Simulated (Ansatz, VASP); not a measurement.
## One calculation of Bi, two programs

INCAR

```
PREC = Accurate
ENCUT = 520
EDIFF = 1E-7
ISMEAR = -1
SIGMA = 0.2
LREAL = False
LASPH = True
NELM = 60
ALGO = Normal
ISIF = 2
LWAVE = False
LCHARG = False
GGA = PE
NBANDS = 22
```

Contents of KPOINTS:

```
regular mesh
0
Gamma
  8 8 8
```

File POSCAR:

```
Bi
1.0
    2.2924582305      1.3235513765      4.0467531177
   -2.2924582305      1.3235513765      4.0467531177
    0.0000000000     -2.6471027530      4.0467531177
Bi
2
Direct
    0.2337113826      0.2337113826      0.2337113826
    0.7662886174      0.7662886174      0.7662886174
```

Input for Ansatz:

```yaml
crystal:
  lattice:
    - [2.2924582305, 1.3235513765, 4.0467531177]
    - [-2.2924582305, 1.3235513765, 4.0467531177]
    - [0.0, -2.647102753, 4.0467531177]
  atoms:
    - { symbol: Bi, position: [0.2337113826, 0.2337113826, 0.2337113826] }
    - { symbol: Bi, position: [0.7662886174, 0.7662886174, 0.7662886174] }
hamiltonian:
  xc: pbe
  pseudopotentials:
    kind: paw
    azcp:
      Bi: "pseudopotentials/Bi.paw.azcp"
basis:
  ecutwfc: 420
  fft_grid_basis: typed
kpoints:
  mp_grid: { grid: [8, 8, 8], shift: [0, 0, 0] }
magnetization:
  spin_polarized: false
scf:
  occupations: { method: fermi_dirac, width: 0.2 }
  lower_state_search: "off"
output:
  stress: true
```

Alike in both runs: task single point; functional PBE; k mesh 8 × 8 × 8; occupations fermi-dirac, width 0.2 eV; no spin polarisation.

```csv
,VASP,Ansatz
version,VASP 6.6.1,Ansatz 0.2.0
potentials or method,"VASP PAW PBE potentials, release 64 (Bi_d)","plane waves (420 eV) with PAW, scalar-relativistic"
plane-wave cutoff (eV),520,420
valence electrons in the cell,30,30
```

|  | VASP | Ansatz | Ansatz less VASP |
| --- | --- | --- | --- |
| pressure (GPa) | 0.0 | 0.1 | +0.06 |
